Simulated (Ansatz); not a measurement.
**Band edges of CaF2 (Fm-3m)**

```
CELL_PARAMETERS angstrom
0.00000 2.71037 2.71037
2.71037 0.00000 2.71037
2.71037 2.71037 0.00000
ATOMIC_POSITIONS crystal
Ca 0.00000 0.00000 0.00000
F 0.25000 0.25000 0.25000
F 0.75000 0.75000 0.75000
```

The conventional cell has a = 5.421 Å, b = 5.421 Å, c = 5.421 Å, α = 90.00°, β = 90.00°, γ = 90.00°. Around Ca (atom 1) lie 8 F at 2.35 Å. F (atom 2) has 4 Ca at 2.35 Å as nearest neighbours.

Computed, not measured; unless marked otherwise by PBEsol, all-electron LAPW in Ansatz 0.2.0, scalar-relativistic. k mesh 8×8×8, fixed occupations, basis error target 1 meV/atom. The cell was relaxed by PAW under this functional.

Extrema are searched on a 10×10×10 mesh and refined by Newton steps; masses come from band slopes 0.005 Å⁻¹ away, 1/m* = (1/ħ²) d²E/dk², negative for holes (the finite step makes the lightest masses up to about 3 % heavy). k is in units of the reciprocal vectors.

Question: Where are the band edges, and is the gap direct?

Answer: The valence maximum lies at X (0.000, -0.500, -0.500) and the conduction minimum at Gamma (0.000, 0.000, 0.000), so the Kohn-Sham gap of 7.237 eV is indirect; the least direct gap on the mesh is 7.499 eV.

Question: What are the electron masses at the edge?

Answer: The principal masses are 0.546, 0.546, 0.546 mₑ. One valley has a density-of-states mass (m₁m₂m₃)^(1/3) = 0.546; the direction-averaged conductivity mass 3/Σ(1/mᵢ) is 0.546 mₑ.

Question: What are the hole masses at the edge?

Answer: The principal masses are 0.771, 7.12, 7.12 mₑ. One valley has a density-of-states mass (m₁m₂m₃)^(1/3) = 3.39; 3 valleys give N^(2/3) times that, 7.06; the direction-averaged conductivity mass 3/Σ(1/mᵢ) is 1.9 mₑ.

Question: Along the Cartesian direction 010 the conduction slope is 0.06972 eV·Å one step out. What is it four steps out, and what does that say?

Answer: 0.2787 eV·Å, 3.997 times the first; a parabola would give 4, so the band is nearly parabolic here.

Question: What electronic dielectric constant and refractive index follow from the same bands (independent particles)?

Answer: ε∞ = (2.40, 2.40, 2.40), so n ≈ √ε∞ = 1.55 (mean over directions) well under the gap and the normal reflectivity is ((n − 1)/(n + 1))² = 0.046. Local fields, left out here, lower ε∞ by several per cent.

Question: What gap does PAW give in the same cell?

Answer: 7.247 eV, 10 meV from the LAPW value.

Question: Cells strained by ±0.5 % (all lengths, zz alone, equal engineering shears γ in yz, zx, xy; ions relaxed) give deformation potentials. How do the edge levels move, in eV per unit strain against the centre of the top valence set?

Answer: 

```tsv
point	k	side	bands	level (eV)	d/dlnV	d/dε_zz	d/dγ	split/ε_zz	split/γ
Gamma	0.00 0.00 0.00	valence	3	-0.262	0.16	-1.75	0.00*	7.08	1.74
Gamma	0.00 0.00 0.00	conduction	1	7.237	-5.84	-7.75	0.00*	–	–
X	0.00 -0.50 -0.50	valence	1	0.000	0.00	0.00	0.00*	–	–
X	0.00 -0.50 -0.50	conduction	1	8.090	-2.62	-4.27	0.00*	–	–
X	-0.50 -0.50 0.00	valence	1	0.000	0.00	-5.74	0.00*	–	–
X	-0.50 -0.50 0.00	conduction	1	8.090	-2.62	-5.04	0.00*	–	–
L	-0.50 0.00 0.00	valence	2	-0.861	0.66	-1.25	0.20	0.65	4.17
L	-0.50 0.00 0.00	conduction	2	9.451	-4.29	-6.21	0.30	0.71	9.18
L	-0.50 -0.50 -0.50	valence	2	-0.861	0.66	-1.25	-0.60	0.65	0.00
L	-0.50 -0.50 -0.50	conduction	2	9.451	-4.29	-6.21	-0.90	0.71	0.00
```

Sets with another level within 0.15 eV are left out, since it mixes in under strain; the reference set stays in any case. Entries marked * vanish by symmetry to first order; what they show is the residue of the finite step. These cells use a basis error target of 0.5 meV/atom.

Limits of these numbers: semilocal gaps are low, and what follows the gap (onsets, screening, light masses) shifts with it; the frozen-core PAW files of the compared runs were fitted under PBE, their cores solved anew for this functional.
